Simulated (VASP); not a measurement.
Set up this calculation in VASP 6.6.1, as the native input.

- Task: band structure
- Functional: r2SCANh
- Potentials or basis: VASP PAW PBE potentials, release 64 (N, B)
- Cutoff: 520 eV
- k mesh: 6 × 6 × 6
- Occupations: fermi-dirac, width 0.05 eV
- Spin: no spin polarisation
- Grid for exact exchange (PRECFOCK): Fast
- Exchange at q = 0: truncated
- Further INCAR settings: ALGO = Normal; EDIFF = 1e-06

Crystal: BN.

```
N B
1.0
     1.25112    0.72234    3.37293
    -1.25112    0.72234    3.37293
     0.00000   -1.44467    3.37293
N B
1 1
Direct
  0.66724 0.66724 0.66724
  0.00033 0.00033 0.00033
```

The cell is a database's computed one.

One way to write it, as run:

POSCAR

```
BN
1.0
    1.2511217832      0.7223354983      3.3729344033
   -1.2511217832      0.7223354983      3.3729344033
    0.0000000000     -1.4446709966      3.3729344033
N B
1 1
Direct
    0.6672382000      0.6672382000      0.6672382000
    0.0003288000      0.0003288000      0.0003288000
```

INCAR.step1

```
SYSTEM = BN
  PREC = Accurate
  ENCUT = 520
  EDIFF = 1E-5
  ISMEAR = -1
  SIGMA = 0.05
  LREAL = .False.
  LASPH = .True.
  NELM = 80
  ALGO = Normal
  ISIF = 2
  LWAVE = .True.
  LCHARG = .False.
  GGA = PE
```

INCAR.step2

```
SYSTEM = BN
  PREC = Accurate
  ENCUT = 520
  EDIFF = 1E-6
  ISMEAR = -1
  SIGMA = 0.05
  LREAL = .False.
  LASPH = .True.
  NELM = 80
  ALGO = Normal
  ISIF = 2
  LWAVE = .False.
  LCHARG = .False.
  METAGGA = R2SCAN
  LHFCALC = .True.
  AEXX = 0.1
  LMIXTAU = .True.
  PRECFOCK = Fast
  HFRCUT = -1
  ISTART = 1
```

KPOINTS

```
regular mesh
0
Gamma
  6 6 6
  0 0 0
```

KPOINTS_OPT

```
path GLB1,BZGX,QFP1Z,LP
12
line-mode
reciprocal
 0.0000000000  0.0000000000  0.0000000000  G
 0.5000000000  0.0000000000  0.0000000000  L

 0.5000000000  0.0000000000  0.0000000000  L
 0.5000000000  0.1972419765 -0.1972419765  B1

 0.8027580235  0.5000000000  0.1972419765  B
 0.5000000000  0.5000000000  0.5000000000  Z

 0.5000000000  0.5000000000  0.5000000000  Z
 0.0000000000  0.0000000000  0.0000000000  G

 0.0000000000  0.0000000000  0.0000000000  G
 0.3486209883  0.0000000000 -0.3486209883  X

 0.6513790117  0.3486209883  0.0000000000  Q
 0.5000000000  0.5000000000  0.0000000000  F

 0.5000000000  0.5000000000  0.0000000000  F
 0.6513790117  0.6513790117  0.1972419765  P1

 0.6513790117  0.6513790117  0.1972419765  P1
 0.5000000000  0.5000000000  0.5000000000  Z

 0.5000000000  0.0000000000  0.0000000000  L
 0.8027580235  0.3486209883  0.3486209883  P
```

Potentials or basis: VASP PAW PBE potentials, release 64 (N, B).

Run with:

```console
$ cat potpaw_PBE.64/N/POTCAR potpaw_PBE.64/B/POTCAR > POTCAR
$ cp INCAR.step1 INCAR
$ mpirun -np 1 vasp_std > vasp.out
$ cp INCAR.step2 INCAR
$ mpirun -np 1 vasp_std > vasp.out
```

Results of the run:

```
Pressure                : -1.3 GPa
Largest force           : 0.009 eV/Å
Band gap on the k mesh  : 5.57 eV, indirect (least direct gap 6.17 eV)
Band gap along the path : 5.51 eV, indirect (least direct gap 6.17 eV)
```

Caveat: the k mesh is coarse (spacing up to 0.49 Å⁻¹), so the values aren't converged, least of all with exact exchange; the PAW data sets were made with another functional, which shifts forces and pressure a little.

It took 9.6 min on 1 thread of Intel(R) Xeon(R) Platinum 8488C (Sapphire Rapids) (shared host), peak memory 0.17 GiB.
